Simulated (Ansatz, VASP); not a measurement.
## Two plane-wave programs on Ge

Contents of INCAR:

```
PREC = Accurate
ENCUT = 520
EDIFF = 1E-6
ISMEAR = 0
SIGMA = 0.023
LREAL = F
LASPH = T
NELM = 80
ALGO = Fast
ISIF = 2
LWAVE = F
LCHARG = F
GGA = PE
```

The input KPOINTS:

```
regular mesh
0
Gamma
  8 8 8
```

File POSCAR:

```
Ge
1.0
    0.0000000000      2.8289100000      2.8289100000
    2.8289100000      0.0000000000      2.8289100000
    2.8289100000      2.8289100000      0.0000000000
Ge
2
Direct
    0.7500000000      0.7500000000      0.7500000000
    0.5000000000      0.5000000000      0.5000000000
```

File input.yaml:

```yaml
crystal:
  lattice:
    - [0.0, 2.82891, 2.82891]
    - [2.82891, 0.0, 2.82891]
    - [2.82891, 2.82891, 0.0]
  atoms:
    - { symbol: Ge, position: [0.75, 0.75, 0.75] }
    - { symbol: Ge, position: [0.5, 0.5, 0.5] }
hamiltonian:
  xc: pbe
  pseudopotentials: { kind: paw }
kpoints:
  mp_grid: { grid: [8, 8, 8] }
scf:
  occupations: { method: gaussian, width: 0.023 }
output:
  forces: true
  stress: true
  eigenvalues: true
  write_density: true
  write_potential: true
  elf: true
  volumetric_format: npy
```

Alike in both runs: task single point; functional PBE; k mesh 8 × 8 × 8; occupations gaussian, width 0.023 eV; no spin polarisation.

|  | VASP | Ansatz |
| --- | --- | --- |
| version | VASP 6.6.1 | Ansatz 0.2.0 |
| potentials or method | VASP PAW PBE potentials, release 64 (Ge_d) | Ansatz PAW |
| plane-wave cutoff (eV) | 520 | 420 |
| valence electrons in the cell | 28 | 28 |

|  | VASP | Ansatz | Ansatz less VASP |
| --- | --- | --- | --- |
| gap on the k mesh at the Fermi level (eV) | 0.03 | 0.03 | -0.005 |
| least direct gap on the mesh (eV) | 0.03 | 0.03 | -0.005 |
| pressure (GPa) | 3.5 | 3.6 | +0.04 |

A k mesh can miss the band edges.
